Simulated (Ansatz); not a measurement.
Geometry optimisation, DFT PBEsol, scalar-relativistic, plane waves, PAW (Ansatz 0.2.0).

The input (input.yaml):

```yaml
crystal:
  lattice:
    - [0.0, 5.4066, 5.4066]
    - [5.4066, 0.0, 5.4066]
    - [5.4066, 5.4066, 0.0]
  atoms:
    - { symbol: Ca, position: [0.0, 0.0, 0.0] }
    - { symbol: F, position: [0.125, 0.125, 0.125] }
    - { symbol: F, position: [0.375, 0.375, 0.375] }
    - { symbol: Ca, position: [0.0, 0.0, 0.5] }
    - { symbol: F, position: [0.125, 0.125, 0.625] }
    - { symbol: F, position: [0.375, 0.375, 0.875] }
    - { symbol: Ca, position: [0.0, 0.5, 0.0] }
    - { symbol: F, position: [0.125, 0.625, 0.125] }
    - { symbol: F, position: [0.375, 0.875, 0.375] }
    - { symbol: Ca, position: [0.0, 0.5, 0.5] }
    - { symbol: F, position: [0.125, 0.625, 0.625] }
    - { symbol: F, position: [0.375, 0.875, 0.875] }
    - { symbol: Ca, position: [0.5, 0.0, 0.0] }
    - { symbol: F, position: [0.625, 0.125, 0.125] }
    - { symbol: F, position: [0.875, 0.375, 0.375] }
    - { symbol: Ca, position: [0.5, 0.0, 0.5] }
    - { symbol: F, position: [0.625, 0.125, 0.625] }
    - { symbol: F, position: [0.875, 0.375, 0.875] }
    - { symbol: Ca, position: [0.5, 0.5, 0.0] }
    - { symbol: F, position: [0.625, 0.625, 0.125] }
    - { symbol: F, position: [0.875, 0.875, 0.375] }
    - { symbol: Ca, position: [0.5, 0.5, 0.5] }
    - { symbol: F, position: [0.625, 0.625, 0.625] }
    - { symbol: F, position: [0.875, 0.875, 0.875] }
    - { symbol: F, position: [0.6788274, 0.3211759, 0.1892202], spin: 1.0 }
magnetization:
  spin_polarized: true
basis:
  ecutwfc: 420.0
kpoints:
  mp_grid: { grid: [2, 2, 2] }
hamiltonian:
  xc: pbesol
  pseudopotentials: { kind: paw, azcp: { folder: soft_1 } }
scf:
  occupations: { method: gaussian, width: 0.05 }
  lower_state_search: "off"
relax:
  f_tol: 0.03
  max_steps: 60
  adjacent_minimum: "off"
output:
  write_density: true
  write_potential: true
  elf: true
  volumetric_format: npy
```

Launched with:

```bash
$ ansatz run input.yaml --threads 4 --pin off --max-ram 10240MiB --backend cpu --events-out ev --progress --plain --runs-dir out
```

Task: Where does it end, and by what steps?

Result: The run converged. Limits of this set-up: coarse k mesh, PAW files made for another functional, a small cell, in which the defect meets its images. After 6 steps the energy has fallen by 1.288 eV; F25 moved furthest, 0.68 Å. Joined: Ca4–F25 (3.42 → 2.68 Å).

```
step  energy less start (eV)  largest force component (eV/Å)  accepted
   0                  0.0000                           4.309       yes
   1                 -0.9475                           1.959       yes
   2                 -1.2116                           0.572       yes
   3                 -1.2724                           0.094       yes
   4                 -1.2875                           0.038       yes
   5                 -1.2812                           0.145        no
   6                 -1.2883                           0.019       yes
```

```xyz
25
Lattice="0.0000 5.4066 5.4066 5.4066 0.0000 5.4066 5.4066 5.4066 0.0000" Properties=species:S:1:pos:R:3
Ca 0.030 -0.030 0.000
F 1.307 1.369 1.401
F 4.104 3.982 4.006
Ca 2.707 2.647 0.000
F 4.047 4.036 1.340
F 6.770 6.720 4.066
Ca 2.705 -0.029 2.687
F 4.048 1.315 4.067
F 6.770 4.035 6.745
Ca 5.409 2.675 2.704
F 6.770 4.035 4.068
F 9.455 6.721 6.746
Ca 0.002 2.675 2.703
F 1.306 3.979 4.003
F 4.106 6.777 6.810
Ca 2.705 5.378 2.720
F 4.106 6.777 4.003
F 6.712 9.385 6.810
Ca 2.704 2.703 5.407
F 4.104 3.982 6.808
F 6.713 6.776 9.412
Ca 5.382 5.380 5.407
F 6.770 6.720 6.747
F 9.453 9.443 9.473
F 2.705 5.375 5.407
```

Whether the end is a true minimum wasn't checked by a vibrational analysis.

The run took 77 s on 4 threads of Arm Neoverse V2, on a shared host, peak memory 1.3 GiB.
